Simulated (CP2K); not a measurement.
Sb under changes of volume

One of the cells (29.904 Å³/atom); the others are scaled copies at fixed shape and fractional positions:

```
Sb
1.0
     3.12240    0.00000    0.00000
     0.00000    4.34752    0.00000
    -0.03891    0.00000    4.40585
Sb
2
Direct
  0.01139 0.25000 0.24117
  0.98861 0.75000 0.75883
```

This isn't the form of Sb at room conditions, which is rhombohedral.

* Program: CP2K 2026.2
* Functional: PBE
* Potentials or basis: POTENTIAL_UZH Sb GTH-PBE-q5; TZVP-MOLOPT-PBE-GTH basis
* Density cutoff: 6123 eV
* k mesh: 9 × 6 × 6
* Occupations: fermi-dirac, width 0.05 eV
* Spin: no spin polarisation

| volume (Å³/atom) | energy over the lowest point (meV/atom) | pressure (GPa) | largest force (eV/Å) |
| --- | --- | --- | --- |
| 28.110 | 39.73 | 5.5 | 0.174 |
| 28.708 | 22.24 | 4.0 | 0.134 |
| 29.306 | 10.17 | 2.6 | 0.099 |
| 29.904 | 2.93 | 1.4 | 0.069 |
| 30.502 | 0.00 | 0.3 | 0.044 |
| 31.100 | ? | ? | ? |
| 31.698 | 5.32 | -1.6 | 0.037 |

Question: What does the run at 31.100 Å³/atom give?

Answer: Energy over the lowest point 0.93 meV/atom; pressure -0.7 GPa; largest force 0.031 eV/Å.

Worked out: A Birch-Murnaghan fit of order 3 (a polynomial in V^(-2/3)) to the other rows has its minimum at 30.65 Å³/atom with B0 = V·E''(V) = 52 GPa and B' = 4.7 at fixed shape and positions, which overstates the stiffness. It gives 0.94 meV/atom at 31.100 Å³/atom, against the run's 0.93, and -dE/dV = -0.7 GPa, against -0.7.

Energies are extrapolated to zero smearing.

Caveats: the basis of atomic orbitals isn't converged, which shifts pressures, moduli and gaps.
